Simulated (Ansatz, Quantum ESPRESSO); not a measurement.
## RbBr (Pm-3m): from Born charge to LO-TO splitting

How high does the longitudinal optical mode of RbBr (Pm-3m) lie, given the transverse one, the Born charge and ε∞?

Main program and level: Quantum ESPRESSO 7.5; DFT LDA, scalar-relativistic, plane waves, JTH PAW pseudopotentials.

### 1. The relaxed structure

The structure is cubic, space group Pm-3m (No. 221). The conventional cell has a = 3.978 Å, b = 3.978 Å, c = 3.978 Å, α = 90.00°, β = 90.00°, γ = 90.00°. Rb has 8 Br at 3.45 Å nearest. Br has 8 Rb at 3.45 Å nearest. Farther neighbours and most contacts between anions are not listed.

As a file:

```
CELL_PARAMETERS angstrom
3.97826 0.00000 0.00000
0.00000 3.97826 0.00000
0.00000 0.00000 3.97826
ATOMIC_POSITIONS crystal
Rb 0.00000 0.00000 0.00000
Br 0.50000 0.50000 0.50000
```

This is the cell after its relaxation at this level of theory, not the database cell from which that began.

### 2. What the response run gave

A linear-response run on the relaxed cell, with the response to an electric field; only its zone-centre results are used. Cutoff 40 Ry, k mesh 6×6×6.

Log:

```text
[banners, grids, parts of the stress and lines that vanish by symmetry left out]
Program PHONON v.7.5
     Reading xml data from directory:

[...]
Exchange-correlation= PW
                           (   1   4   0   0   0   0   0)
[...]
(   4 q-points):
[...]
kinetic-energy cut-off    =      40.0000  Ry
     charge density cut-off    =     200.0000  Ry
     convergence threshold     =      1.0E-18
[...]
Exchange-correlation= PW
                           (   1   4   0   0   0   0   0)
[...]
q = (   0.0000000   0.0000000   0.0000000 )
     49 Sym.Ops. (with q -> -q+G )
     G cutoff =  286.3222  (  20341 G-vectors)     FFT grid: ( 36, 36, 36)
     G cutoff =  229.0578  (  14531 G-vectors)  smooth grid: ( 32, 32, 32)
     number of k points=    20
[...]
Mode symmetry, O_h (m-3m)  point group:
[...]
Dielectric constant
[...]
End of electric fields calculation
          Dielectric constant in cartesian axis
          (       3.148019234       0.000000000       0.000000000 )
          (       0.000000000       3.148019234       0.000000000 )
          (       0.000000000       0.000000000       3.148019234 )
          Effective charges (d Force / dE) in cartesian axis without acoustic sum rule applied (asr)
           atom    1  Rb    Mean Z*:        1.22248
      Ex  (        1.22248        0.00000        0.00000 )
      Ey  (        0.00000        1.22248        0.00000 )
      Ez  (        0.00000        0.00000        1.22248 )
           atom    2  Br    Mean Z*:       -1.22458
      Ex  (       -1.22458        0.00000        0.00000 )
      Ey  (        0.00000       -1.22458        0.00000 )
      Ez  (        0.00000        0.00000       -1.22458 )
          Effective charges Sum: Mean:       -0.00210
[...]
Effective charges (d Force / dE) in cartesian axis with asr applied:
           atom    1  Rb    Mean Z*:        1.22353
[...]
atom    2  Br    Mean Z*:       -1.22353
[...]
Representation #   1 modes #   1   2   3
[...]
End of self-consistent calculation
     Convergence has been achieved
     Representation #   2 modes #   4   5   6
[...]
End of self-consistent calculation
     Convergence has been achieved
[...]
Dielectric constant in cartesian axis
          (       3.148019234       0.000000000       0.000000000 )
          (       0.000000000       3.148019234       0.000000000 )
          (       0.000000000       0.000000000       3.148019234 )
          Effective charges (d Force / dE) in cartesian axis without acoustic sum rule applied (asr)
[...]
End of self-consistent calculation
     Convergence has been achieved
     Representation #   3 mode #   4
[...]
Convergence has been achieved
     Representation #   4 modes #   5   6
[...]
Convergence has been achieved
[...]
q = (    0.000000000   0.000000000  -0.500000000 )
[...]
freq (    1) =       1.734428 [THz] =      57.854290 [cm-1]
     freq (    2) =       1.734428 [THz] =      57.854290 [cm-1]
     freq (    3) =       1.944338 [THz] =      64.856134 [cm-1]
     freq (    4) =       1.944338 [THz] =      64.856134 [cm-1]
     freq (    5) =       3.113029 [THz] =     103.839483 [cm-1]
     freq (    6) =       3.124954 [THz] =     104.237247 [cm-1]
[...]
Mode symmetry, D_4h(4/mmm) point group:
     freq (   1-   2) =         57.9  [cm-1]   --> E_u  X_5' M_5'
     freq (   3-   4) =         64.9  [cm-1]   --> E_g  X_5  M_5
     freq (   5-   5) =        103.8  [cm-1]   --> A_2u X_4' M_4'
     freq (   6-   6) =        104.2  [cm-1]   --> A_1g X_1  M_1
[...]
Mode symmetry, D_4h(4/mmm) point group:
[...]
Representation #   1 mode #   1
[...]
Convergence has been achieved
     Representation #   2 mode #   2
[...]
Convergence has been achieved
     Representation #   3 modes #   3   4
[...]
Convergence has been achieved
     Representation #   4 modes #   5   6
[...]
Convergence has been achieved
[...]
q = (    0.000000000  -0.500000000  -0.500000000 )
[...]
freq (    1) =       1.616554 [THz] =      53.922436 [cm-1]
     freq (    2) =       1.768940 [THz] =      59.005490 [cm-1]
     freq (    3) =       1.940151 [THz] =      64.716461 [cm-1]
     freq (    4) =       1.940151 [THz] =      64.716461 [cm-1]
     freq (    5) =       3.148947 [THz] =     105.037579 [cm-1]
     freq (    6) =       3.148947 [THz] =     105.037579 [cm-1]
[...]
Mode symmetry, D_4h(4/mmm) point group:
     freq (   1-   1) =         53.9  [cm-1]   --> A_2u X_4' M_4'
     freq (   2-   2) =         59.0  [cm-1]   --> B_1u X_2' M_2'
     freq (   3-   4) =         64.7  [cm-1]   --> E_u  X_5' M_5'
     freq (   5-   6) =        105.0  [cm-1]   --> E_u  X_5' M_5'
[...]
Mode symmetry, O_h (m-3m)  point group:
[...]
Representation #   1 modes #   1   2   3
[...]
End of self-consistent calculation
     Convergence has been achieved
     Representation #   2 modes #   4   5   6
[...]
End of self-consistent calculation
     Convergence has been achieved
[...]
q = (   -0.500000000  -0.500000000  -0.500000000 )
[...]
freq (    1) =       2.396245 [THz] =      79.930115 [cm-1]
     freq (    2) =       2.396245 [THz] =      79.930115 [cm-1]
     freq (    3) =       2.396245 [THz] =      79.930115 [cm-1]
     freq (    4) =       2.749067 [THz] =      91.699012 [cm-1]
     freq (    5) =       2.749067 [THz] =      91.699012 [cm-1]
     freq (    6) =       2.749067 [THz] =      91.699012 [cm-1]
[...]
Mode symmetry, O_h (m-3m)  point group:
     freq (   1-   3) =         79.9  [cm-1]   --> T_1u G_15  G_4-
     freq (   4-   6) =         91.7  [cm-1]   --> T_2g G_25' G_5+

   JOB DONE.
```

| quantity | value |
| --- | --- |
| cell volume Ω (Å³) | 62.962 |
| mass of Rb (u) | 85.468 |
| mass of Br (u) | 79.904 |
| Born charge of Rb, raw (e) | 1.222 |
| Born charge of Br, raw (e) | -1.225 |
| ε∞ | 3.148 |
| ω(TO) after the sum rule (cm⁻¹) | 88.8 |

### 3. The calculation

The charges must sum to zero over the cell; taking off their mean, -0.001 e, leaves Z* = 1.224 e on Rb. In the polar mode Rb moves against Br, so the reduced mass is μ = 85.47 × 79.90 / 165.37 = 41.296 u.

A longitudinal wave builds up a field that adds to the restoring force: ω(LO)² = ω(TO)² + 4π Z*² / (μ Ω ε∞), in Hartree atomic units. With μ = 75278 electron masses and Ω = 424.89 bohr³ the second term is 1.8684e-07 Ha², or 9000 cm⁻² (1 Ha = 219474.6 cm⁻¹).

So ω(LO) = √(7887 + 9000) = 130.0 cm⁻¹, and by the Lyddane-Sachs-Teller relation ε₀ = ε∞ (ω(LO)/ω(TO))² = 6.74.

### 4. Check against the program

The analysis program adds the same non-analytic term to the full matrix, here for q along (1 0 0).

Log:

```text
[banner, memory and clock lines left out]
Program DYNMAT v.7.5

     Reading Dynamical Matrix from file x.dyn1
     ...Force constants read
     ...epsilon and Z* read

     Polarizability (A^3 units)
     multiply by 0.582748 for Clausius-Mossotti correction
        10.762393    0.000000    0.000000
         0.000000   10.762393    0.000000
         0.000000    0.000000   10.762393

     IR activities are in (D/A)^2/amu units

# mode   [cm-1]    [THz]      IR
    1      0.00    0.0000    0.0000
    2      0.00    0.0000    0.0000
    3      0.00    0.0000    0.0000
    4     88.81    2.6624    0.8364
    5     88.81    2.6624    0.8364
    6    129.95    3.8957    0.8364
```

ε₀ comes from the program's run without a direction of q.

```csv
quantity,by hand,program
ω(LO) (cm⁻¹),130.0,129.9
ε₀,6.74,6.74
```

### 5. Outcome

- TO mode: 88.81 cm⁻¹
- LO mode: 129.9 cm⁻¹
- static dielectric constant: 6.740

The LO mode of RbBr (Pm-3m) lies at 130 cm⁻¹, 41 cm⁻¹ above the TO mode; the formula meets the program within 0.1 cm⁻¹, as it must for a cubic crystal with one polar mode. ω(LO)² − ω(TO)² goes with Z*²/ε∞: an error of 5 % in ε∞ would move the LO mode by 1.7 cm⁻¹, and semilocal functionals tend to overestimate ε∞. These are harmonic values at zero temperature, at the volume of this functional, for the structure held cubic; stability elsewhere in the zone is no part of this calculation.

[Host names and launcher messages were left out of these logs when they were recorded.]

[Logs are printed without paths, hosts, clocks, repeated set-up lines and the standing remarks that a program may print on its own settings, such as how far it seeks lower states.]

[Hosts, paths, dates, database ids (printed as entryN), source tags and the programs' standing remarks are cut or masked in the printed files.]
